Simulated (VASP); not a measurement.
Wanted: the native input for a VASP 6.6.1 run.

* Task: single point
* Functional: PBEsol
* Potentials or basis: VASP PAW PBE potentials, release 64 (Ti_sv, O)
* Cutoff: 520 eV
* k mesh: 9 × 9 × 9
* Occupations: gaussian, width 0.1 eV
* Spin: no spin polarisation
* Dipole correction: no
* Further INCAR settings: ALGO = Fast; EDIFF = 1e-06; NBANDS = 53

The structure of Ti2O3 lies in POSCAR:

```
Ti2O3
1.0
    2.5197034877      1.4547514869      4.6255712125
   -2.5197034877      1.4547514869      4.6255712125
    0.0000000000     -2.9095029739      4.6255712124
Ti O
4 6
Direct
    0.3454249939      0.3454249939      0.3454249939
    0.1545750061      0.1545750061      0.1545750061
    0.6545750061      0.6545750061      0.6545750061
    0.8454249939      0.8454249939      0.8454249939
    0.5617875555      0.9382124445      0.2500000000
    0.2500000000      0.5617875555      0.9382124445
    0.9382124445      0.2500000000      0.5617875555
    0.4382124445      0.0617875555      0.7500000000
    0.7500000000      0.4382124445      0.0617875555
    0.0617875555      0.7500000000      0.4382124445
```

The cell isn't the ideal one: relaxed again under DFT PBEsol, scalar-relativistic, plane waves, PAW.

The input as run:

INCAR

```
ALGO = Fast
EDIFF = 1E-6
ENCUT = 520
GGA = PS
ISIF = 2
ISMEAR = 0
LASPH = True
LCHARG = True
LELF = True
LREAL = False
LVHAR = True
LWAVE = False
NBANDS = 53
NELM = 100
PREC = Accurate
SIGMA = 0.1
```

KPOINTS

```
k-points
0
Gamma
  9 9 9
```

Potentials or basis: VASP PAW PBE potentials, release 64 (Ti_sv, O).

Run with:

```console
$ cat potpaw_PBE.64/Ti_sv/POTCAR potpaw_PBE.64/O/POTCAR > POTCAR
$ mpirun -np 1 vasp_std > vasp.out
```

It gave:

The pressure is 0.7 GPa, the largest force is 0.029 eV/Å and the band gap on the k mesh is none (metal or under the smearing width).

Caveat: the PAW data sets were made with another functional, which shifts forces and pressure a little; semilocal functionals often make such compounds metallic where correlation or magnetic order opens a gap, which also shifts bond lengths.

It took 27 min on 1 thread of Intel(R) Xeon(R) Platinum 8488C (Sapphire Rapids) (shared host), peak memory 0.49 GiB.
